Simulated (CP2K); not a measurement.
# Al2Cu (Khatyrkite) (I4/mcm) in CP2K: equation of state

How stiff is Al2Cu (Khatyrkite) in PBEsol, and what volume does it want? The cell is scaled to several volumes.

Everything below comes from runs of CP2K 2026.2. Logs are shortened: lines on timing, memory, paths and dates and some standing lists are left out, and cuts for length are marked.

### 1 The structure

The structure is tetragonal, space group I4/mcm (No. 140). Conventional cell: a = 6.067 Å, b = 6.067 Å, c = 4.877 Å, α = 90.00°, β = 90.00°, γ = 90.00°. Around Cu (site symmetry 422) lie 2 Cu at 2.44 Å and 8 Al at 2.59 Å. Around Al (site symmetry m2m) lie 4 Cu at 2.59 Å and 3 Al at 2.71 to 2.90 Å.

### 2 Single point, PBEsol, 14.96 Å³/atom

Input file al2cu_eos.inp:

```
&GLOBAL
  PROJECT al2cu_eos
  RUN_TYPE ENERGY_FORCE
  PRINT_LEVEL LOW
&END GLOBAL
&FORCE_EVAL
  METHOD QS
  STRESS_TENSOR ANALYTICAL
  &DFT
    BASIS_SET_FILE_NAME BASIS_MOLOPT_UZH
    POTENTIAL_FILE_NAME POTENTIAL_UZH
    &MGRID
      CUTOFF 450
      REL_CUTOFF 60
      NGRIDS 5
    &END MGRID
    &QS
      METHOD GPW
      EPS_DEFAULT 1.0E-10
    &END QS
    &KPOINTS
      SCHEME MONKHORST-PACK 7 7 7
      GAMMA_CENTERED T
      SYMMETRY T
      SYMMETRY_BACKEND SPGLIB
    &END KPOINTS
    &SCF
      SCF_GUESS ATOMIC
      EPS_SCF 1.0E-6
      MAX_SCF 100
      ADDED_MOS 24
      CHOLESKY OFF
      EPS_EIGVAL 1.0E-7
      &DIAGONALIZATION ON
        ALGORITHM STANDARD
      &END DIAGONALIZATION
      &MIXING ON
        METHOD BROYDEN_MIXING
        ALPHA 0.4
        BETA 1.5
        NBUFFER 8
      &END MIXING
      &SMEAR ON
        METHOD FERMI_DIRAC
        ELECTRONIC_TEMPERATURE 580.23
      &END SMEAR
    &END SCF
    &XC
      &XC_FUNCTIONAL
        &GGA_X_PBE_SOL
        &END GGA_X_PBE_SOL
        &GGA_C_PBE_SOL
        &END GGA_C_PBE_SOL
      &END XC_FUNCTIONAL
    &END XC
    &PRINT
      &KPOINTS ON
      &END KPOINTS
      &MULLIKEN ON
      &END MULLIKEN
      &MO ON
        ENERGIES T
        OCCUPATION_NUMBERS T
        &EACH
          QS_SCF 0
        &END EACH
        ADD_LAST NUMERIC
      &END MO
    &END PRINT
  &END DFT
  &SUBSYS
    &CELL
      ABC 4.9346252897 4.9346252897 4.9346252898
      ALPHA_BETA_GAMMA 104.1342787628 104.1342787628 120.7711012451
      PERIODIC XYZ
    &END CELL
    &COORD
      SCALED
      Cu  0.2500000000 0.2500000000 0.0000000000
      Cu  0.7500000000 0.7500000000 0.0000000000
      Al  0.3419000000 0.1581000000 0.5000000000
      Al  0.8419000000 0.3419000000 0.1838000000
      Al  0.6581000000 0.8419000000 0.5000000000
      Al  0.1581000000 0.6581000000 0.8162000000
    &END COORD
    &KIND Cu
      BASIS_SET TZVP-MOLOPT-PBE-GTH-q11
      POTENTIAL GTH-PBE-q11
    &END KIND
    &KIND Al
      BASIS_SET TZVP-MOLOPT-PBE-GTH-q3
      POTENTIAL GTH-PBE-q3
    &END KIND
    &PRINT
      &ATOMIC_COORDINATES ON
      &END ATOMIC_COORDINATES
      &CELL ON
      &END CELL
      &SYMMETRY ON
      &END SYMMETRY
    &END PRINT
  &END SUBSYS
  &PRINT
    &FORCES ON
    &END FORCES
    &STRESS_TENSOR ON
    &END STRESS_TENSOR
  &END PRINT
&END FORCE_EVAL
```

Potentials or basis: POTENTIAL_UZH Cu GTH-PBE-q11, Al GTH-PBE-q3; TZVP-MOLOPT-PBE-GTH basis.

Started as:

```console
> OMP_NUM_THREADS=1 mpirun -n 3 cp2k.psmp -i al2cu_eos.inp -o al2cu_eos.out
```

al2cu_eos.out:

```text

 CP2K| version string:                                       CP2K version 2026.2
 CP2K| Input file name                                             al2cu_eos.inp

 GLOBAL| Force Environment number                                              1
 GLOBAL| Basis set file name                                    BASIS_MOLOPT_UZH
 GLOBAL| Potential file name                                       POTENTIAL_UZH
 GLOBAL| MM Potential file name                                     MM_POTENTIAL
 GLOBAL| Coordinate file name                                      __STD_INPUT__
 GLOBAL| Method name                                                        CP2K
 GLOBAL| Project name                                                  al2cu_eos
 GLOBAL| Run type                                                   ENERGY_FORCE
 GLOBAL| FFT library                                                       FFTW3
 GLOBAL| Diagonalization library                                       ScaLAPACK
 GLOBAL| Cholesky decomposition library                                ScaLAPACK
 GLOBAL| DGEMM library                                                      BLAS
 GLOBAL| Direct generalized diagonalization requested                          F
 GLOBAL| Matrix multiplication library                                 ScaLAPACK
 GLOBAL| Global print level                                                  LOW
 GLOBAL| Total number of message passing processes                             3
 GLOBAL| Number of threads for this process                                    1
 GLOBAL| CPU model name                                                  UNKNOWN

 CELL| Volume [angstrom^3]:                                            89.757500
 CELL| Vector a [angstrom]:       4.935     0.000     0.000   |a| =     4.934625
 CELL| Vector b [angstrom]:      -2.525     4.240     0.000   |b| =     4.934625
 CELL| Vector c [angstrom]:      -1.205    -2.120     4.290   |c| =     4.934625
 CELL| Angle (b,c), alpha [degree]:                                   104.134279
 CELL| Angle (a,c), beta  [degree]:                                   104.134279
 CELL| Angle (a,b), gamma [degree]:                                   120.771101
 CELL| Numerically orthorhombic:                                              NO
 CELL| Periodicity                                                           XYZ

 CELL_REF| Volume [angstrom^3]:                                        89.757500
 CELL_REF| Vector a [angstrom     4.935     0.000     0.000   |a| =     4.934625
 CELL_REF| Vector b [angstrom    -2.525     4.240     0.000   |b| =     4.934625
 CELL_REF| Vector c [angstrom    -1.205    -2.120     4.290   |c| =     4.934625
 CELL_REF| Angle (b,c), alpha [degree]:                               104.134279
 CELL_REF| Angle (a,c), beta  [degree]:                               104.134279
 CELL_REF| Angle (a,b), gamma [degree]:                               120.771101
 CELL_REF| Numerically orthorhombic:                                          NO
 CELL_REF| Periodicity                                                       XYZ
[... 10 lines left out ...]

  Total number of            - Atomic kinds:                                   2
                             - Atoms:                                          6
                             - Shell sets:                                     6
                             - Shells:                                        48
[... 127 lines left out ...]
    12 Broy./Diag. 0.40E+00    5.6     0.00000479      -103.6812129570 -6.71E-05
    13 Broy./Diag. 0.40E+00    5.5     0.00000039      -103.6812053669  7.59E-06

  *** SCF run converged in    13 steps ***

  Electronic density on regular grids:        -33.9999999691        0.0000000309
  Core density on regular grids:               33.9999999943       -0.0000000057
  Total charge density on r-space grids:        0.0000000252
  Total charge density g-space grids:           0.0000000252

  Overlap energy of the core charge distribution:               0.00000003530616
  Self energy of the core charge distribution:               -151.90360262145651
  Core Hamiltonian energy:                                     48.66717810463650
  Hartree energy:                                              17.90685579599714
  Exchange-correlation energy:                                -18.35127760390500
  Electronic entropic energy:                                  -0.00035907742343
  Fermi energy:                                                 0.25756299184761

  Total energy:                                              -103.68120536694613
  Total energy (extrapolated to T->0):                       -103.68102582823441

 MO| EIGENVALUES AND OCCUPATION NUMBERS FOR K POINT 1
 MO|
 MO|  Index      Eigenvalue [a.u.]        Eigenvalue [eV]             Occupation
 MO|      1              -0.030261              -0.823437               2.000000
 MO|      2              -0.025936              -0.705759               2.000000
 MO|      3               0.024483               0.666209               2.000000
 MO|      4               0.041760               1.136352               2.000000
 MO|      5               0.043485               1.183299               2.000000
 MO|      6               0.077699               2.114307               2.000000
[... 644 lines left out ...]
 MO|     40               0.858157              23.351632               0.000000
 MO|     41               0.885876              24.105910               0.000000
 MO| Sum:                                                              33.939737
 MO| E(Fermi):            0.257563 a.u.          7.008645 eV

 [... the levels of further k-points ...]

 !-----------------------------------------------------------------------------!
                     Mulliken Population Analysis

 #  Atom  Element  Kind  Atomic population                           Net charge
       1     Cu       1         11.822253                             -0.822253
       2     Cu       1         11.822192                             -0.822192
       3     Al       2          2.588883                              0.411117
       4     Al       2          2.588895                              0.411105
       5     Al       2          2.588885                              0.411115
       6     Al       2          2.588891                              0.411109
 # Total charge                             34.000000                  0.000000

 !-----------------------------------------------------------------------------!

 ENERGY| Total FORCE_EVAL ( QS ) energy [hartree]           -103.681203913012055

 FORCES| Atomic forces [hartree/bohr]
 FORCES|   Atom     x               y               z               |f|
 FORCES|      1 -1.40454017E-07  9.86893254E-08 -7.64105954E-08   1.87897559E-07
 FORCES|      2  1.57870767E-07 -9.92358160E-08  6.02115854E-08   1.95949895E-07
 FORCES|      3 -9.54491315E-04  5.42497299E-04  7.91896084E-10   1.09788751E-03
 FORCES|      4  8.39312313E-09  2.15601443E-08 -1.09765600E-03   1.09765600E-03
 FORCES|      5  9.54472012E-04 -5.42486573E-04 -8.53339824E-09   1.09786543E-03
 FORCES|      6 -6.31081069E-09 -3.19217201E-08  1.09768033E-03   1.09768033E-03
 FORCES| Sum     1.95971976E-10 -1.82175970E-10  3.91559793E-10
 FORCES| Total atomic force                                       4.74249059E-10

 STRESS| Analytical stress tensor [bar]
 STRESS|                        x                   y                   z
 STRESS|      x       -1.93694567526E+04   1.65267579864E+03   2.65950715616E+01
 STRESS|      y        1.65267579864E+03  -1.74020415931E+04   4.68458435960E+01
 STRESS|      z        2.65950715616E+01   4.68458435960E+01  -2.02325772001E+04
 STRESS| 1/3 Trace                                            -1.90013585153E+04
 STRESS| Determinant                                          -6.76443526795E+12

 STRESS| Eigenvectors and eigenvalues of the analytical stress tensor [bar]
 STRESS|                        1                   2                   3
 STRESS| Eigenvalues  -2.03090322909E+04  -2.02333467224E+04  -1.64616965326E+04
 STRESS|      x           0.869328023204     -0.007435192267      0.494179629272
 STRESS|      y          -0.494235370457     -0.012203946966      0.869242464602
 STRESS|      z           0.000432042863      0.999897885584      0.014283968096
```

It took 84 s on 3 MPI ranks of Arm Neoverse V1, shared host.

What came out:

* Free energy: -2821.3090 eV
* Pressure: -1.9 GPa
* Largest force: 0.056 eV/Å
* Band gap on the k mesh: none (metal or under the smearing width)
* Mulliken charges: Cu -0.82; Al +0.41 e

Caveat: Mulliken charges move with the basis; the potentials were made for another functional, which shifts forces and pressure; the basis of atomic orbitals isn't converged, which shifts pressures, moduli and gaps.

### 3 Single point, PBEsol, 14.66 Å³/atom (volume scaled by 0.98)

al2cu_eos.inp: that of step 2 with these lines changed.

```diff
@@ -11,2 +11,3 @@
     POTENTIAL_FILE_NAME POTENTIAL_UZH
+    WFN_RESTART_FILE_NAME previous-RESTART.kp
     &MGRID
@@ -27,3 +28,3 @@
     &SCF
-      SCF_GUESS ATOMIC
+      SCF_GUESS RESTART
       EPS_SCF 1.0E-6
@@ -72,4 +73,4 @@
     &CELL
-      ABC 4.9346252897 4.9346252897 4.9346252898
-      ALPHA_BETA_GAMMA 104.1342787628 104.1342787628 120.7711012451
+      ABC 4.9015060013 4.9015060013 4.9015060013
+      ALPHA_BETA_GAMMA 104.1342787625 104.1342787633 120.7711012458
       PERIODIC XYZ
```

Potentials or basis: POTENTIAL_UZH Cu GTH-PBE-q11, Al GTH-PBE-q3; TZVP-MOLOPT-PBE-GTH basis.

Started as:

```console
> OMP_NUM_THREADS=1 mpirun -n 3 cp2k.psmp -i al2cu_eos.inp -o al2cu_eos.out
```

Wall time 1.9 min (3 MPI ranks of Arm Neoverse V1, shared host).

It converged, with:

| Quantity | Value |
| --- | --- |
| Free energy | -2821.3187 eV |
| Pressure | 0.2 GPa |
| Largest force | 0.045 eV/Å |
| Band gap on the k mesh | none (metal or under the smearing width) |
| Mulliken charges | Cu -0.82; Al +0.41 e |

Caveat: Mulliken charges move with the basis; the potentials were made for another functional, which shifts forces and pressure; the basis of atomic orbitals isn't converged, which shifts pressures, moduli and gaps.

### 4 Single point, PBEsol, 15.26 Å³/atom (volume scaled by 1.02)

al2cu_eos.inp: that of step 3 with these lines changed.

```diff
@@ -73,4 +73,4 @@
     &CELL
-      ABC 4.9015060013 4.9015060013 4.9015060013
-      ALPHA_BETA_GAMMA 104.1342787625 104.1342787633 120.7711012458
+      ABC 4.9673058798 4.9673058798 4.9673058798
+      ALPHA_BETA_GAMMA 104.1342787632 104.1342787628 120.7711012454
       PERIODIC XYZ
```

Started as:

```console
> OMP_NUM_THREADS=1 mpirun -n 3 cp2k.psmp -i al2cu_eos.inp -o al2cu_eos.out
```

Wall time 55 s (3 MPI ranks of Arm Neoverse V1, shared host).

It converged, with:

| Property | Result |
| --- | --- |
| Free energy | -2821.2770 eV |
| Pressure | -3.8 GPa |
| Largest force | 0.067 eV/Å |
| Band gap on the k mesh | none (metal or under the smearing width) |
| Mulliken charges | Cu -0.83; Al +0.41 e |

Caveat: Mulliken charges move with the basis; the potentials were made for another functional, which shifts forces and pressure; the basis of atomic orbitals isn't converged, which shifts pressures, moduli and gaps.

### 5 Single point, PBEsol, 14.36 Å³/atom (volume scaled by 0.96)

al2cu_eos.inp: that of step 4 with these lines changed.

```diff
@@ -73,4 +73,4 @@
     &CELL
-      ABC 4.9673058798 4.9673058798 4.9673058798
-      ALPHA_BETA_GAMMA 104.1342787632 104.1342787628 120.7711012454
+      ABC 4.8679329887 4.8679329887 4.8679329887
+      ALPHA_BETA_GAMMA 104.1342787636 104.1342787622 120.7711012452
       PERIODIC XYZ
```

Started as:

```console
> OMP_NUM_THREADS=1 mpirun -n 3 cp2k.psmp -i al2cu_eos.inp -o al2cu_eos.out
```

Run time: 60 s. Hardware: 3 MPI ranks of Arm Neoverse V1, shared host.

The run converged. Its results:

```
Free energy            : -2821.3035 eV
Pressure               : 2.6 GPa
Largest force          : 0.031 eV/Å
Band gap on the k mesh : none (metal or under the smearing width)
Mulliken charges       : Cu -0.81; Al +0.41 e
```

Caveat: Mulliken charges move with the basis; the potentials were made for another functional, which shifts forces and pressure; the basis of atomic orbitals isn't converged, which shifts pressures, moduli and gaps.

### 6 Single point, PBEsol, 15.56 Å³/atom (volume scaled by 1.04)

al2cu_eos.inp: that of step 5 with these lines changed.

```diff
@@ -73,4 +73,4 @@
     &CELL
-      ABC 4.8679329887 4.8679329887 4.8679329887
-      ALPHA_BETA_GAMMA 104.1342787636 104.1342787622 120.7711012452
+      ABC 4.9995620166 4.9995620166 4.9995620166
+      ALPHA_BETA_GAMMA 104.1342787634 104.1342787623 120.7711012452
       PERIODIC XYZ
```

Potentials or basis: POTENTIAL_UZH Cu GTH-PBE-q11, Al GTH-PBE-q3; TZVP-MOLOPT-PBE-GTH basis.

Started as:

```console
> OMP_NUM_THREADS=1 mpirun -n 3 cp2k.psmp -i al2cu_eos.inp -o al2cu_eos.out
```

Run time: 1.8 min. Hardware: 3 MPI ranks of Arm Neoverse V1, shared host.

The run converged. Its results:

| Quantity | Value |
| --- | --- |
| Free energy | -2821.2249 eV |
| Pressure | -5.5 GPa |
| Largest force | 0.077 eV/Å |
| Band gap on the k mesh | none (metal or under the smearing width) |
| Mulliken charges | Cu -0.83; Al +0.41 e |

Caveat: Mulliken charges move with the basis; the potentials were made for another functional, which shifts forces and pressure; the basis of atomic orbitals isn't converged, which shifts pressures, moduli and gaps.

### 7 Single point, PBEsol, 14.06 Å³/atom (volume scaled by 0.94)

al2cu_eos.inp: that of step 6 with these lines changed.

```diff
@@ -73,4 +73,4 @@
     &CELL
-      ABC 4.9995620166 4.9995620166 4.9995620166
-      ALPHA_BETA_GAMMA 104.1342787634 104.1342787623 120.7711012452
+      ABC 4.8338903855 4.8338903855 4.8338903856
+      ALPHA_BETA_GAMMA 104.1342787625 104.1342787632 120.7711012454
       PERIODIC XYZ
```

Started as:

```console
> OMP_NUM_THREADS=1 mpirun -n 3 cp2k.psmp -i al2cu_eos.inp -o al2cu_eos.out
```

It took 61 s on 3 MPI ranks of Arm Neoverse V1, shared host.

It converged, with:

```
Free energy            : -2821.2604 eV
Pressure               : 5.2 GPa
Largest force          : 0.017 eV/Å
Band gap on the k mesh : none (metal or under the smearing width)
Mulliken charges       : Cu -0.81; Al +0.40 e
```

Caveat: Mulliken charges move with the basis; the potentials were made for another functional, which shifts forces and pressure; the basis of atomic orbitals isn't converged, which shifts pressures, moduli and gaps.

[end of part 1 of 2]
